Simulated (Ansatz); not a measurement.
## HfO$_{2}$: pressure against volume

HfO$_{2}$, Fm-3m, a = 5.098 Å. This isn't the usual stable structure of the compound. Ansatz: PBE, PAW, 420 eV, Γ-centred 8×8×8 mesh on 3 atoms, Gaussian smearing 0.02 eV; no spin polarisation. Symmetry fixes shape and atoms, so the cell is only scaled; pressure is positive in compression.

| V (Å³/atom) | P (GPa) |
| --- | --- |
| 10.376 | 17.32 |
| 10.708 | 7.98 |
| 11.039 | 0.00 |
| 11.370 | ? |
| 11.701 | -12.68 |

Task: Take V0 = 11.039 Å³/atom, fit the third-order Birch–Murnaghan form to the other rows, and predict the missing pressure.

Result: With the Eulerian strain f = ½[(V0/V)^(2/3) − 1] and y = P/[3f(1 + 2f)^(5/2)], the form is the line y = B0 + 1.5 B0 (B0′ − 4) f. Rows (f, y): 0.02108, 247.0; 0.01025, 246.7; -0.01904, 244.6. Means f = 0.004097, y = 246.10; Σ(Δf)² = 0.0008616, ΣΔfΔy = 0.05368; the slope is their ratio. y = 245.8 + 62.30 f GPa, so B0 = 245.8 GPa and B0′ = 4 + 2 × (62.30)/(3 × 245.8) = 4.17. At V = 11.370, f = -0.00975, y = 245.19 and P = -6.83 GPa. The run gave -6.83 GPa, the same to the digits shown.

Spin–orbit coupling is left out, which can shift energies with elements as heavy as these.